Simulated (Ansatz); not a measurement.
Geometry optimisation of C2H6O2, SMILES `OCCO`.

```yaml
crystal:
  periodic: [false, false, false]
  atoms:
    - {symbol: O, position_ang: [-0.263140, -0.805460, 1.631690]}
    - {symbol: C, position_ang: [-0.229170, 0.239380, 0.692740]}
    - {symbol: C, position_ang: [0.222040, -0.238280, -0.695550]}
    - {symbol: O, position_ang: [0.277520, 0.810000, -1.629610]}
    - {symbol: H, position_ang: [-0.894670, -1.470960, 1.337870]}
    - {symbol: H, position_ang: [-1.208990, 0.730300, 0.606590]}
    - {symbol: H, position_ang: [0.487710, 0.965890, 1.087390]}
    - {symbol: H, position_ang: [1.194420, -0.743350, -0.604920]}
    - {symbol: H, position_ang: [-0.502610, -0.952520, -1.098090]}
    - {symbol: H, position_ang: [0.916890, 1.464990, -1.328100]}
basis:
  gaussian: {orbitals: def2-TZVP}
hamiltonian: {xc: pbe0, dispersion: d4}
relax: {f_tol: 0.005, max_steps: 150}
```

```sh
$ ansatz run in.yaml --threads 2 --pin off --events-out ev --progress --plain --max-ram 32768MiB --backend cpu
```

Output, abridged:

```
Functional definition: PBE0
mean field -6261.04784485 eV, -230.0892644075 hartree, gradient 4.0e-5 eV, S^2 0.000000; 0 other end points of the search recorded, 0 dependent functions left out
relax step   1: F+E_penalty+E_count = -6261.15335633 eV  Δ(F+E_penalty+E_count) = +0.000e0 eV  max|allowed force component| = 3.962e-1 eV/Å  Δτ_max = 0.0000 Å  (26 SCF iters, accepted)
mean field -6261.05558241 eV, -230.0895487578 hartree, gradient 1.1e-5 eV, S^2 0.000000; 0 other end points of the search recorded, 0 dependent functions left out
relax step   2: F+E_penalty+E_count = -6261.16116903 eV  Δ(F+E_penalty+E_count) = -7.813e-3 eV  max|allowed force component| = 1.968e-1 eV/Å  Δτ_max = 0.0125 Å  (31 SCF iters, accepted)
mean field -6261.05742515 eV, -230.0896164770 hartree, gradient 1.1e-5 eV, S^2 0.000000; 0 other end points of the search recorded, 0 dependent functions left out
relax step   3: F+E_penalty+E_count = -6261.16310555 eV  Δ(F+E_penalty+E_count) = -1.937e-3 eV  max|allowed force component| = 2.481e-2 eV/Å  Δτ_max = 0.0124 Å  (31 SCF iters, accepted)
mean field -6261.05801025 eV, -230.0896379791 hartree, gradient 1.1e-5 eV, S^2 0.000000; 0 other end points of the search recorded, 0 dependent functions left out
relax step   4: F+E_penalty+E_count = -6261.16365082 eV  Δ(F+E_penalty+E_count) = -5.453e-4 eV  max|allowed force component| = 3.369e-2 eV/Å  Δτ_max = 0.0145 Å  (31 SCF iters, accepted)
mean field -6261.05837015 eV, -230.0896512052 hartree, gradient 1.1e-5 eV, S^2 0.000000; 0 other end points of the search recorded, 0 dependent functions left out
relax step   5: F+E_penalty+E_count = -6261.16397266 eV  Δ(F+E_penalty+E_count) = -3.218e-4 eV  max|allowed force component| = 2.654e-2 eV/Å  Δτ_max = 0.0183 Å  (31 SCF iters, accepted)
mean field -6261.05842994 eV, -230.0896534024 hartree, gradient 1.1e-5 eV, S^2 0.000000; 0 other end points of the search recorded, 0 dependent functions left out
relax step   6: F+E_penalty+E_count = -6261.16401407 eV  Δ(F+E_penalty+E_count) = -4.141e-5 eV  max|allowed force component| = 2.917e-3 eV/Å  Δτ_max = 0.0038 Å  (32 SCF iters, accepted)
mean field -6261.05842994 eV, -230.0896534024 hartree, gradient 1.1e-5 eV, S^2 0.000000; 1 other end points of the search recorded, 0 dependent functions left out
Total energy: -6261.16404141 eV, -230.0935345523 hartree
Atom 0 at    -0.247149    -0.835204     1.617075 Å, force     0.001160     0.002917    -0.002137 eV/Å
Atom 1 at    -0.226575     0.225823     0.688793 Å, force    -0.000002    -0.002909     0.001694 eV/Å
Atom 2 at     0.226614    -0.225839    -0.688786 Å, force    -0.000049     0.002906    -0.001618 eV/Å
Atom 3 at     0.247087     0.835179    -1.617077 Å, force    -0.001017    -0.002874     0.002095 eV/Å
Atom 4 at    -0.939241    -1.450203     1.361683 Å, force    -0.001034    -0.001224     0.000548 eV/Å
Atom 5 at    -1.202787     0.721287     0.606624 Å, force    -0.000623     0.000645    -0.000381 eV/Å
Atom 6 at     0.479436     0.961393     1.087123 Å, force     0.000250     0.000155     0.000555 eV/Å
Atom 7 at     1.202857    -0.721248    -0.606630 Å, force     0.000586    -0.000583     0.000308 eV/Å
Atom 8 at    -0.479360    -0.961447    -1.087100 Å, force    -0.000346    -0.000287    -0.000509 eV/Å
Atom 9 at     0.939117     1.450249    -1.361693 Å, force     0.001074     0.001254    -0.000554 eV/Å
Dipole moment:    -0.000001     0.000024    -0.000003 e Å
```

Run time 18 s (2 threads of an AMD EPYC 7R13 on a shared host); peak host memory 0.34 GiB.
